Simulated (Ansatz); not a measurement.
We consider rock-salt LiI, described by PBE0+SOC (Ansatz, an electronic-structure program, PAW).

Run with plane-wave cutoff 460 eV, 8×8×8 k mesh, Fermi–Dirac smearing 0.01 eV, PAW data made under PBE.

The cell has the measured lattice: a = 6.0120 Å, b = 6.0120 Å, c = 6.0120 Å, α = 90.00°, β = 90.00°, γ = 90.00°.

Task: Give the computed band gap.

Result: 
* **band gap**: 5.58 eV (on the SCF k mesh) (direct)

Measured, for comparison: band gap 6.4 eV (temperature not stated, no zero-point or thermal correction, our sources range from 6.10 to 6.40; as tabulated in Aguado et al. (1998), arXiv:cond-mat/9809176). Computed (rounded) less measured: band gap -0.82 eV (-0.52 eV to -0.82 eV over the range).

Note: cell and atoms aren't relaxed at this level (pressure -0.3 GPa).

The computed numbers hold no vibrational or temperature effects.

Computing time: about 14 core-minutes (a rough figure).
